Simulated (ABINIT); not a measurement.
ZnSe (Stilleite):

```
CELL_PARAMETERS angstrom
0.00000 2.83380 2.83380
2.83380 0.00000 2.83380
2.83380 2.83380 0.00000
ATOMIC_POSITIONS crystal
Se 0.75000 0.75000 0.75000
Zn 0.00000 0.00000 0.00000
```

Base run:

| Quantity | Value |
| --- | --- |
| Program | ABINIT 10.8.3 (patched build) |
| Functional | PBEsol |
| Potentials or basis | JTH PAW PBE v2.0 |
| Cutoff | 544 eV |
| k mesh | 8 × 8 × 8 |
| Occupations | fermi-dirac, width 0.05 eV |
| Spin | no spin polarisation |

Its results: band gap on the k mesh 1.17 eV, direct.

Q: The run is repeated on the same cell with these changes: functional from PBEsol to PBE; k mesh from 8 × 8 × 8 to 6 × 6 × 6. What comes out?

A: Band gap on the k mesh 1.29 eV, direct.

Several settings changed at once, so the effect can't be laid on one alone.

